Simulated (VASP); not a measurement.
Here is a VASP 6.6.1 calculation.

Contents of POSCAR:

```
C62N
1.0
    7.1440000000      0.0000000000      0.0000000000
    0.0000000000      7.1440000000      0.0000000000
    0.0000000000      0.0000000000      7.1440000000
N C
1 62
Direct
    0.1376137000      0.1376137000      0.1376137000
    0.0060430000      0.2497973000      0.2497973000
    0.1252786000      0.3765358000      0.3765360000
    0.2497973000      0.0060430000      0.2497973000
    0.3765360000      0.1252786000      0.3765358000
    0.2497973000      0.2497973000      0.0060430000
    0.3765360000      0.3765358000      0.1252786000
    0.9998848000      0.9998848000      0.4999747000
    0.1242797000      0.1242797000      0.6261384000
    0.9983658000      0.2474720000      0.7519808000
    0.1235710000      0.3727933000      0.8773645000
    0.2474720000      0.9983658000      0.7519808000
    0.3727933000      0.1235710000      0.8773644000
    0.2500132000      0.2500132000      0.5013940000
    0.3746622000      0.3746621000      0.6258354000
    0.9998848000      0.4999747000      0.9998848000
    0.1242797000      0.6261384000      0.1242797000
    0.9983658000      0.7519808000      0.2474720000
    0.1235710000      0.8773644000      0.3727933000
    0.2500132000      0.5013939000      0.2500132000
    0.3746622000      0.6258354000      0.3746622000
    0.2474720000      0.7519808000      0.9983658000
    0.3727933000      0.8773644000      0.1235710000
    0.9999782000      0.4999016000      0.4999016000
    0.1239472000      0.6235861000      0.6235861000
    0.0012651000      0.7503495000      0.7503495000
    0.1328261000      0.8642605000      0.8642605000
    0.2495922000      0.4989236000      0.7509342000
    0.3754975000      0.6240872000      0.8754068000
    0.2495921000      0.7509342000      0.4989236000
    0.3754975000      0.8754068000      0.6240872000
    0.4999748000      0.9998848000      0.9998848000
    0.6261384000      0.1242797000      0.1242797000
    0.5013940000      0.2500132000      0.2500132000
    0.6258354000      0.3746621000      0.3746622000
    0.7519808000      0.9983658000      0.2474720000
    0.8773644000      0.1235710000      0.3727933000
    0.7519808000      0.2474720000      0.9983658000
    0.8773644000      0.3727933000      0.1235710000
    0.4999016000      0.9999782000      0.4999016000
    0.6235861000      0.1239472000      0.6235862000
    0.4989236000      0.2495922000      0.7509342000
    0.6240873000      0.3754975000      0.8754068000
    0.7503495000      0.0012651000      0.7503495000
    0.8642605000      0.1328263000      0.8642605000
    0.7509342000      0.2495922000      0.4989236000
    0.8754068000      0.3754975000      0.6240873000
    0.4999016000      0.4999016000      0.9999782000
    0.6235861000      0.6235861000      0.1239472000
    0.4989234000      0.7509342000      0.2495921000
    0.6240872000      0.8754068000      0.3754975000
    0.7509342000      0.4989236000      0.2495922000
    0.8754066000      0.6240872000      0.3754975000
    0.7503495000      0.7503495000      0.0012651000
    0.8642605000      0.8642605000      0.1328261000
    0.5000739000      0.5000739000      0.5000739000
    0.6250497000      0.6250497000      0.6250497000
    0.5000887000      0.7501054000      0.7501054000
    0.6254012000      0.8751811000      0.8751810000
    0.7501054000      0.5000887000      0.7501054000
    0.8751810000      0.6254013000      0.8751810000
    0.7501054000      0.7501054000      0.5000887000
    0.8751810000      0.8751810000      0.6254012000
```

The input INCAR.step1:

```
SYSTEM = C62N
ALGO = Normal
EDIFF = 1E-5
ENCUT = 420
GGA = PE
ISIF = 2
ISMEAR = 0
ISPIN = 2
ISYM = 0
LASPH = .True.
LCHARG = .False.
LDMATRIX = .True.
LEFG = .True.
LORBIT = 11
LREAL = .False.
LWAVE = .True.
MAGMOM = 0 0 0 0 0 0 0 0 0 0 0 0 0 0 0 0 0 0 0 0 0 0 0 0 0 0 0.66 0 0 0 0 0 0 0 0 0 0 0 0 0 0 0 0 0 0.66 0 0 0 0 0 0 0 0 0 0.66 0 0 0 0 0 0 0 0
NCORE = 4
NELECT = 254
NELM = 100
NGYROMAG = 3.0777 10.7084
NUPDOWN = 2
PREC = Accurate
QUAD_EFG = 20.44 0
SIGMA = 0.01
```

Contents of INCAR.step2:

```
SYSTEM = C62N
ALGO = Normal
EDIFF = 1E-6
ENCUT = 420
GGA = PE
HFSCREEN = 0.2
ISIF = 2
ISMEAR = 0
ISPIN = 2
ISTART = 1
ISYM = 0
LASPH = .True.
LCHARG = .False.
LDMATRIX = .True.
LEFG = .True.
LHFCALC = .True.
LHYPERFINE = .True.
LORBIT = 11
LREAL = .False.
LWAVE = .False.
MAGMOM = 0 0 0 0 0 0 0 0 0 0 0 0 0 0 0 0 0 0 0 0 0 0 0 0 0 0 0.66 0 0 0 0 0 0 0 0 0 0 0 0 0 0 0 0 0 0.66 0 0 0 0 0 0 0 0 0 0.66 0 0 0 0 0 0 0 0
NCORE = 4
NELECT = 254
NELM = 100
NGYROMAG = 3.0777 10.7084
NUPDOWN = 2
PREC = Accurate
PRECFOCK = Normal
QUAD_EFG = 20.44 0
SIGMA = 0.01
```

File KPOINTS:

```
k-points
0
Gamma
  1 1 1
  0 0 0
```

Potentials or basis: VASP PAW PBE potentials, release 64 (N, C).

The run is started by

```sh
$ cat potpaw_PBE.64/N/POTCAR potpaw_PBE.64/C/POTCAR > POTCAR
$ cp INCAR.step1 INCAR
$ mpirun -np 8 vasp_std > vasp.out
$ cp INCAR.step2 INCAR
$ mpirun -np 8 vasp_std > vasp.out
```

(1) Predict the largest force.

## Answers

(1) 0.254 eV/Å.

Caveat: the cell carries a net charge on a neutralising background, which shifts energy and pressure; the PAW data sets were made with another functional, which shifts forces and pressure a little; the total moment is fixed, so each spin has its own Fermi level.
